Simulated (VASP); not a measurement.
# Pb (Im-3m) in VASP: notebook

The runs below take Pb through single point, with PBE, r2SCAN.

Program: VASP 6.6.1. These are calculated values, not measurements. Logs are shortened: lines on timing, memory, paths and dates and some standing lists are left out, and cuts for length are marked.

### 1 The structure

It takes space group Im-3m (No. 229, cubic). The conventional cell has a = 3.929 Å, b = 3.929 Å, c = 3.929 Å, α = 90.00°, β = 90.00°, γ = 90.00°. Around Pb (site symmetry m-3m) lie 8 Pb at 3.40 Å.

The cell was built by a generator and needn't be a form met in nature.

### 2 Single point, PBE

The input, INCAR:

```
SYSTEM = Pb
PREC = Accurate
ENCUT = 520
EDIFF = 1E-7
ISMEAR = 0
SIGMA = 0.05
LREAL = .FALSE.
LASPH = .TRUE.
NELM = 100
ALGO = Normal
ISIF = 2
LWAVE = .FALSE.
LCHARG = .FALSE.
GGA = PE
NBANDS = 13
```

The input, KPOINTS:

```
Automatic mesh
0
G
  8 8 8
  0 0 0
```

The input, POSCAR:

```
Pb
1.0
   -1.9644078570      1.9644078570      1.9644078570
    1.9644078570     -1.9644078570      1.9644078570
    1.9644078570      1.9644078570     -1.9644078570
Pb
1
Direct
    0.0000000000      0.0000000000      0.0000000000
```

Potentials or basis: VASP PAW PBE potentials, release 64 (Pb_d).

Command:

```
$ cat potpaw_PBE.64/Pb_d/POTCAR > POTCAR
$ mpirun -np 1 vasp_std > vasp.out
```

OUTCAR:

```text
SYSTEM = Pb
   PREC = Accurate
   ENCUT = 520
   EDIFF = 1E-7
   ISMEAR = 0
   LREAL = .FALSE.
   LASPH = .TRUE.
   NELM = 100
   ISIF = 2
   GGA = PE

 ion  position               nearest neighbor table
   1  0.000  0.000  0.000-

  LATTYP: Found a body centered cubic cell.
 ALAT       =     3.9288157140

  Lattice vectors:

 A1 = (  -1.9644078570,   1.9644078570,   1.9644078570)
 A2 = (   1.9644078570,  -1.9644078570,   1.9644078570)
 A3 = (   1.9644078570,   1.9644078570,  -1.9644078570)

Analysis of symmetry for initial positions (statically):
=====================================================================
 Subroutine PRICEL returns:
 Original cell was already a primitive cell.

 Routine SETGRP: Setting up the symmetry group for a
 body centered cubic supercell.

 Subroutine GETGRP returns: Found 48 space group operations
 (whereof 48 operations were pure point group operations)
 out of a pool of 48 trial point group operations.

The static configuration has the point symmetry O_h .

Analysis of symmetry for dynamics (positions and initial velocities):
=====================================================================
 Subroutine PRICEL returns:
 Original cell was already a primitive cell.

 Routine SETGRP: Setting up the symmetry group for a
 body centered cubic supercell.

 Subroutine GETGRP returns: Found 48 space group operations
 (whereof 48 operations were pure point group operations)
 out of a pool of 48 trial point group operations.

The dynamic configuration has the point symmetry O_h .

 Subroutine INISYM returns: Found 48 space group operations
 (whereof 48 operations are pure point group operations),
 and found     1 'primitive' translations

----------------------------------------------------------------------------------------

                                     Primitive cell

  volume of cell :      30.3218

  direct lattice vectors                    reciprocal lattice vectors
    -1.964407857  1.964407857  1.964407857     0.000000000  0.254529627  0.254529627
     1.964407857 -1.964407857  1.964407857     0.254529627  0.000000000  0.254529627
     1.964407857  1.964407857 -1.964407857     0.254529627  0.254529627  0.000000000

  length of vectors
     3.402454215  3.402454215  3.402454215     0.359959251  0.359959251  0.359959251

  position of ions in fractional coordinates (direct lattice)
     0.000000000  0.000000000  0.000000000

  ion indices of the primitive-cell ions
   primitive index   ion index
                 1           1

----------------------------------------------------------------------------------------

 KPOINTS: Automatic mesh

Automatic generation of k-mesh.
 Grid dimensions read from file:
 generate k-points for:    8    8    8

 Generating k-lattice:

  Cartesian coordinates                     Fractional coordinates (reciprocal lattice)
     0.000000000  0.031816203  0.031816203     0.125000000  0.000000000  0.000000000
     0.031816203  0.000000000  0.031816203     0.000000000  0.125000000  0.000000000
     0.031816203  0.031816203  0.000000000     0.000000000  0.000000000  0.125000000

  Length of vectors
     0.044994906  0.044994906  0.044994906

  Shift w.r.t. Gamma in fractional coordinates (k-lattice)
     0.000000000  0.000000000  0.000000000

 Subroutine IBZKPT returns following result:
 ===========================================

 Found     29 irreducible k-points:

 Following reciprocal coordinates:
            Coordinates               Weight
  0.000000  0.000000  0.000000      1.000000
  0.125000  0.000000  0.000000     12.000000
  0.250000  0.000000  0.000000     12.000000
  0.375000  0.000000  0.000000     12.000000
  0.500000  0.000000  0.000000      6.000000
  0.125000  0.125000  0.000000     24.000000
[... 16 lines left out ...]
 -0.250000  0.250000  0.250000      6.000000
 -0.375000  0.375000  0.250000     24.000000
 [... further k-points ...]
   k-points           NKPTS =     29   k-points in BZ     NKDIM =     29   number of bands    NBANDS=     13
   number of dos      NEDOS =    301   number of ions     NIONS =      1
   total plane-waves  NPLWV =  21952
   dimension x,y,z NGX =    28 NGY =   28 NGZ =   28
   dimension x,y,z NGXF=    56 NGYF=   56 NGZF=   56
   ions per type =               1
   NGX,Y,Z   is equivalent  to a cutoff of  13.68, 13.68, 13.68 a.u.
   NGXF,Y,Z  is equivalent  to a cutoff of  27.36, 27.36, 27.36 a.u.
 SYSTEM =  Pb
   PREC   = accura    normal or accurate (medium, high low for compatibility)
   ISTART =      0    job   : 0-new  1-cont  2-samecut
   ICHARG =      2    charge: 1-file 2-atom 10-const
   ISPIN  =      1    spin polarized calculation?
   LNONCOLLINEAR =      F non collinear calculations
   LSORBIT =      F    spin-orbit coupling
   LASPH  =      T    aspherical Exc in radial PAW
   ENCUT  =  520.0 eV  38.22 Ry    6.18 a.u.   6.33  6.33  6.33*2*pi/ulx,y,z
   NELM   =    100;   NELMIN=  2; NELMDL= -5     # of ELM steps
[... 18 lines left out ...]
   IMIX   =      4    mixing-type and parameters
     AMIX     =   0.40;   BMIX     =  1.00
     AMIX_MAG =   1.60;   BMIX_MAG =  1.00
  volume/ion in A,a.u.               =      30.32       204.62
  Fermi-wavevector in a.u.,A,eV,Ry     =   1.265317  2.391102 21.783280  1.601026
  Thomas-Fermi vector in A             =   2.398576
   LORBIT       =      0    0 simple, 1 ext, 2 COOP (PROOUT), +10 PAW based schemes
   GGA     = PE    functional components
   LHFCALC =     F    Hartree Fock is set to
   AEXX    =    0.0000 exact exchange contribution
   IVDW    =     0    specifies the selected vdW correction
   LEPSILON=     F    determine dielectric tensor
   LRPA    =     F    only Hartree local field effects (RPA)
 non-spin polarized calculation
 Gauss-broadening in eV      SIGMA  =   0.05
  energy-cutoff  :      520.00
  volume of cell :       30.32
 maximum number of plane-waves:       856
 NGX is ok and might be reduce to    28

 number of electron      14.0000004 magnetization

 Free energy of the ion-electron system (eV)
  ---------------------------------------------------
  ext. energy  EPLUGINS =         0.00000000
  ---------------------------------------------------
  free energy    TOTEN  =        -3.53350637 eV

  energy without entropy =       -3.53285969  energy(sigma->0) =       -3.53318303

 E-fermi :   7.3139     XC(G=0): -10.1870

 val. band max:        7.3064536159   @ k =   0.5000   0.5000   0.3750
 cond. band min:       7.5047431681   @ k =   0.2500   0.2500   0.0000
 fundamental gap:      0.1982895523
 Fermi energy:         7.3138933769

 k-point     1 :       0.0000    0.0000    0.0000
  band No.  band energies     occupation
      1      -9.8419      2.00000
      2      -9.8419      2.00000
      3      -9.8419      2.00000
      4      -9.6016      2.00000
      5      -9.6016      2.00000
      6      -4.4732      2.00000
      7      14.9306      0.00000
      8      14.9306      0.00000
      9      14.9306      0.00000
     10      18.3968      0.00000
     11      18.3968      0.00000
     12      18.3968      0.00000
     13      19.1603      0.00000

 k-point     2 :       0.1250    0.0000    0.0000
  band No.  band energies     occupation
      1      -9.8545      2.00000
      2      -9.8276      2.00000
      3      -9.7874      2.00000
      4      -9.6151      2.00000
      5      -9.6029      2.00000
      6      -4.1548      2.00000
      7      12.2638      0.00000
      8      13.9726      0.00000
      9      14.5019      0.00000
     10      17.0048      0.00000
     11      17.7518      0.00000
     12      18.2608      0.00000
     13      20.4173      0.00000

 k-point     3 :       0.2500    0.0000    0.0000
  band No.  band energies     occupation
      1      -9.8846      2.00000
      2      -9.8112      2.00000
      3      -9.6526      2.00000
      4      -9.6343      2.00000
      5      -9.6055      2.00000
      6      -3.2051      2.00000
      7       8.3839      0.00000
      8      12.3714      0.00000
      9      13.5376      0.00000
     10      15.7586      0.00000
     11      16.9303      0.00000
     12      18.9171      0.00000
     13      21.0214      0.00000
[... 305 lines left out ...]
 k-point    23 :      -0.2500    0.2500    0.2500
  band No.  band energies     occupation
      1      -9.7470      2.00000
      2      -9.7014      2.00000
      3      -9.7014      2.00000
      4      -9.6666      2.00000
      5      -9.6641      2.00000
      6      -1.9835      2.00000
      7       8.4155      0.00000
      8       9.8885      0.00000
      9       9.8885      0.00000
     10      13.6489      0.00000
     11      20.6098      0.00000
     12      20.6098      0.00000
     13      20.9492      0.00000

 k-point    24 :      -0.3750    0.3750    0.2500
  band No.  band energies     occupation
      1      -9.7984      2.00000
      2      -9.7286      2.00000
      3      -9.7070      2.00000
      4      -9.6320      2.00000
      5      -9.5347      2.00000
      6      -0.6024      2.00000
      7       6.1111      2.00000
      8       8.7894      0.00000
      9       9.5177      0.00000
     10      13.7147      0.00000
     11      17.9987      0.00000
     12      20.3706      0.00000
     13      20.4028      0.00000

 [... further k-points ...]
[... 5 lines left out ...]
  --------------------------------------------------------------------------------------
  -------------------------------------------------------------------------------------
  Total        0.4513691      0.4513691      0.4513691      0.0000000     -0.0000000      0.0000000
  in kB       23.8499486     23.8499486     23.8499486      0.0000000     -0.0000000      0.0000000
  external PRESSURE =      23.8499486 kB  Pullay stress =       0.0000000 kB

 VOLUME and BASIS-vectors are now :
 -----------------------------------------------------------------------------
  energy-cutoff  :      520.00
  volume of cell :       30.32
      direct lattice vectors                 reciprocal lattice vectors
    -1.964407857  1.964407857  1.964407857     0.000000000  0.254529627  0.254529627
     1.964407857 -1.964407857  1.964407857     0.254529627  0.000000000  0.254529627
     1.964407857  1.964407857 -1.964407857     0.254529627  0.254529627  0.000000000

 POSITION                                       TOTAL-FORCE (eV/Angst)
 -----------------------------------------------------------------------------------
      0.00000      0.00000      0.00000         0.000000      0.000000     -0.000000
 -----------------------------------------------------------------------------------
    total drift:                               -0.000000     -0.000000     -0.000000

  FREE ENERGIE OF THE ION-ELECTRON SYSTEM (eV)
  ---------------------------------------------------
  free  energy   TOTEN  =        -3.5335063701 eV

  energy  without entropy=       -3.5328596870  energy(sigma->0) =       -3.53318303
```

Run time: 9.2 s. Hardware: 1 thread of Intel Xeon Platinum 8375C at 2.90GHz (Ice Lake), shared host; peak memory 0.16 GiB.

Results:

- Free energy: -3.5335 eV
- Pressure: 2.4 GPa
- Band gap on the k mesh: none (metal or under the smearing width)

Levels at points of the mesh, in eV from the Fermi level:
```tsv
k point	band 4	band 5	band 6	band 7	band 8	band 9	band 10	band 11
(0.00, 0.00, 0.00)	-16.92	-16.92	-11.79	7.62	7.62	7.62	11.08	11.08
(0.50, 0.00, 0.00)	-16.92	-16.77	-7.91	-4.08	3.44	5.13	7.54	8.93
(0.50, 0.50, 0.50)	-16.80	-16.80	-5.18	-0.40	-0.40	-0.40	4.55	4.55
```

### 3 Single point, r2SCAN

This run uses another cell than the first one, of 30.84 Å³/atom, 1.017 times its volume.

The input, POSCAR:

```
Pb
1.0
   -1.9756323945      1.9756323945      1.9756323945
    1.9756323945     -1.9756323945      1.9756323945
    1.9756323945      1.9756323945     -1.9756323945
Pb
1
Direct
    0.0000000000      0.0000000000      0.0000000000
```

The input, INCAR.step1:

```
SYSTEM = Pb
  PREC = Accurate
  ENCUT = 520
  ISMEAR = -5
  SIGMA = 0.05
  LREAL = .False.
  LASPH = .True.
  NELM = 80
  GGA = PE
  ALGO = Normal
  EDIFF = 1E-4
  LWAVE = .True.
  LCHARG = .False.
```

The input, INCAR.step2:

```
SYSTEM = Pb
  PREC = Accurate
  ENCUT = 520
  EDIFF = 1E-6
  ISMEAR = 0
  SIGMA = 0.05
  LREAL = .False.
  LASPH = .True.
  NELM = 80
  ALGO = Normal
  ISIF = 2
  LWAVE = .False.
  LCHARG = .False.
  METAGGA = R2SCAN
  LMIXTAU = .True.
  LORBIT = 11
  ISTART = 1
```

The input, KPOINTS:

```
regular mesh
0
Gamma
  14 14 14
  0 0 0
```

Potentials or basis: VASP PAW PBE potentials, release 64 (Pb_d).

Command:

```
$ cat potpaw_PBE.64/Pb_d/POTCAR > POTCAR
$ cp INCAR.step1 INCAR
$ mpirun -np 1 vasp_std > vasp.out
$ cp INCAR.step2 INCAR
$ mpirun -np 1 vasp_std > vasp.out
```

Wall time 93 s (1 thread of Intel Xeon Platinum 8375C at 2.90GHz (Ice Lake), shared host); peak memory 0.19 GiB.

Results (log left out):

| Item | Value |
| --- | --- |
| Free energy | -56.2350 eV |
| Pressure | 0.0 GPa |
| Band gap on the k mesh | none (metal or under the smearing width) |
| Valence electrons inside the program's atomic spheres | Pb 11.94 |

Levels at points of the mesh, in eV from the Fermi level:
| k point | band 3 | band 4 | band 5 | band 6 | band 7 | band 8 | band 9 | band 10 | band 11 |
| --- | --- | --- | --- | --- | --- | --- | --- | --- | --- |
| (0.00, 0.00, 0.00) | -17.73 | -17.49 | -17.49 | -12.13 | 7.83 | 7.83 | 7.83 | 11.90 | 11.90 |
| (0.50, 0.00, 0.00) | -17.50 | -17.49 | -17.33 | -8.17 | -4.10 | 3.53 | 5.46 | 8.10 | 9.40 |
| (0.50, 0.50, 0.50) | -17.37 | -17.37 | -17.37 | -5.34 | -0.39 | -0.39 | -0.39 | 5.04 | 5.04 |

Caveat: the PAW data sets were made with another functional, which shifts forces and pressure a little. The run has no spin-orbit coupling, so splittings on Pb are missing.

### 4 Single point, r2SCAN

This run uses another cell than the first one, of 31.67 Å³/atom, 1.044 times its volume.

The input, POSCAR:

```
Pb
1.0
   -1.9931114389      1.9931114389      1.9931114389
    1.9931114389     -1.9931114389      1.9931114389
    1.9931114389      1.9931114389     -1.9931114389
Pb
1
Direct
    0.0000000000      0.0000000000      0.0000000000
```

The input, INCAR.step1:

```
ALGO     = Normal         # electronic algorithm
EDIFF    = 1E-4           # SCF threshold, eV
ENCUT    = 520            # plane-wave cutoff, eV
GGA      = PE             # functional
ISMEAR   = 0              # smearing method
LASPH    = T              # aspherical terms in the spheres
LCHARG   = F              # write CHGCAR
LREAL    = F              # projectors in reciprocal space
LWAVE    = T              # write WAVECAR
NBANDS   = 13             # bands
NELM     = 60             # most SCF steps
PREC     = Accurate       # precision mode
SIGMA    = 0.05           # smearing width, eV
```

The input, INCAR.step2:

```
ALGO     = Normal         # electronic algorithm
EDIFF    = 1E-7           # SCF threshold, eV
ENCUT    = 520            # plane-wave cutoff, eV
ISIF     = 2              # what is computed and relaxed
ISMEAR   = 0              # smearing method
ISTART   = 1            
LASPH    = T              # aspherical terms in the spheres
LCHARG   = F              # write CHGCAR
LMIXTAU  = T            
LREAL    = F              # projectors in reciprocal space
LWAVE    = F              # write WAVECAR
METAGGA  = R2SCAN         # meta-GGA
NBANDS   = 13             # bands
NELM     = 60             # most SCF steps
PREC     = Accurate       # precision mode
SIGMA    = 0.05           # smearing width, eV
```

The input, KPOINTS:

```
k-points
0
Gamma
  14 14 14
```

Command:

```
$ cat potpaw_PBE.64/Pb_d/POTCAR > POTCAR
$ cp INCAR.step1 INCAR
$ mpirun -np 1 vasp_std > vasp.out
$ cp INCAR.step2 INCAR
$ mpirun -np 1 vasp_std > vasp.out
```

Wall time 2 min (1 thread of Intel Xeon Platinum 8375C at 2.90GHz (Ice Lake), shared host); peak memory 0.19 GiB.

Results (log left out):

* Free energy: -56.2329 eV
* Pressure: -1.0 GPa
* Band gap on the k mesh: none (metal or under the smearing width)

Levels at points of the mesh, in eV from the Fermi level:
```tsv
k point	band 3	band 4	band 5	band 6	band 7	band 8	band 9	band 10	band 11	band 12
(0.00, 0.00, 0.00)	-17.70	-17.47	-17.47	-11.94	7.60	7.60	7.60	11.87	11.87	11.87
(0.50, 0.00, 0.00)	-17.48	-17.48	-17.33	-8.15	-3.95	3.46	5.37	7.95	9.29	14.51
(0.50, 0.50, 0.50)	-17.36	-17.36	-17.36	-5.45	-0.35	-0.35	-0.35	5.03	5.03	17.26
```

Caveat: the PAW data sets were made with another functional, which shifts forces and pressure a little.

### 5 Single point, r2SCAN

This run uses another cell than the first one, of 30.84 Å³/atom, 1.017 times its volume.

The input, POSCAR:

```
Pb
1.0
   -1.9756323945      1.9756323945      1.9756323945
    1.9756323945     -1.9756323945      1.9756323945
    1.9756323945      1.9756323945     -1.9756323945
Pb
1
Direct
    0.0000000000      0.0000000000      0.0000000000
```

The input, INCAR.step1:

```
SYSTEM = Pb
PREC     = Accurate       ! precision mode
ENCUT    = 520            ! plane-wave cutoff, eV
ISMEAR   = 0              ! smearing method
SIGMA    = 0.05           ! smearing width, eV
LREAL    = .False.        ! projectors in reciprocal space
LASPH    = .True.         ! aspherical terms in the spheres
NELM     = 100            ! most SCF steps
NBANDS   = 13             ! bands
GGA      = PE             ! functional
ALGO     = Normal         ! electronic algorithm
EDIFF    = 1E-4           ! SCF threshold, eV
LWAVE    = .True.         ! write WAVECAR
LCHARG   = .False.        ! write CHGCAR
```

The input, INCAR.step2:

```
SYSTEM = Pb
PREC     = Accurate       ! precision mode
ENCUT    = 520            ! plane-wave cutoff, eV
EDIFF    = 1E-6           ! SCF threshold, eV
ISMEAR   = 0              ! smearing method
SIGMA    = 0.05           ! smearing width, eV
LREAL    = .False.        ! projectors in reciprocal space
LASPH    = .True.         ! aspherical terms in the spheres
NELM     = 100            ! most SCF steps
ALGO     = Normal         ! electronic algorithm
ISIF     = 2              ! what is computed and relaxed
LWAVE    = .False.        ! write WAVECAR
LCHARG   = .False.        ! write CHGCAR
METAGGA  = R2SCAN         ! meta-GGA
LMIXTAU  = .True.       
NBANDS   = 13             ! bands
ISTART   = 1
```

The input, KPOINTS:

```
regular mesh
0
Gamma
  14 14 14
  0 0 0
```

Command:

```
$ cat potpaw_PBE.64/Pb_d/POTCAR > POTCAR
$ cp INCAR.step1 INCAR
$ mpirun -np 1 vasp_std > vasp.out
$ cp INCAR.step2 INCAR
$ mpirun -np 1 vasp_std > vasp.out
```

Run time: 1.8 min. Hardware: 1 thread of Intel Xeon Platinum 8375C at 2.90GHz (Ice Lake), shared host; peak memory 0.19 GiB.

It converged, with:

```yaml
Free_energy: -56.2350 eV
Pressure: 0.0 GPa
Band_gap_on_the_k_mesh: none (metal or under the smearing width)
```

Levels at points of the mesh, in eV from the Fermi level:
| k point | band 3 | band 4 | band 5 | band 6 | band 7 | band 8 | band 9 | band 10 | band 11 | band 12 |
| --- | --- | --- | --- | --- | --- | --- | --- | --- | --- | --- |
| (0.00, 0.00, 0.00) | -17.73 | -17.49 | -17.49 | -12.13 | 7.83 | 7.83 | 7.83 | 11.90 | 11.90 | 11.90 |
| (0.50, 0.00, 0.00) | -17.50 | -17.49 | -17.33 | -8.17 | -4.10 | 3.53 | 5.46 | 8.10 | 9.40 | 14.72 |
| (0.50, 0.50, 0.50) | -17.37 | -17.37 | -17.37 | -5.34 | -0.39 | -0.39 | -0.39 | 5.04 | 5.04 | 17.36 |

Caveat: the PAW data sets were made with another functional, which shifts forces and pressure a little. The run has no spin-orbit coupling, so splittings on Pb are missing.

### 6 Summary

```csv
level,cell,k mesh,gap on the mesh (eV),pressure (GPa)
PBE,"Im-3m, 30.32 Å³/atom",8 × 8 × 8,none,2.4
r2SCAN,"Im-3m, 30.84 Å³/atom",14 × 14 × 14,none,0.0
r2SCAN,"Im-3m, 31.67 Å³/atom",14 × 14 × 14,none,-1.0
```

Alike in all rows: task single point; potentials or basis VASP PAW PBE potentials, release 64 (Pb_d); no spin polarisation; cutoff (eV) 520; smearing gaussian 0.05 eV.

Every run on the cell as given and a fine mesh finds a metal. The pressure there spans -1.0 GPa (r2SCAN) to 2.4 GPa (PBE); a positive pressure means that this level wants a larger cell, a negative one a smaller.

Caveats: the PAW data sets were made with another functional, which shifts forces and pressure a little (some runs).

Absolute energies hang on the potentials; compare differences alone.
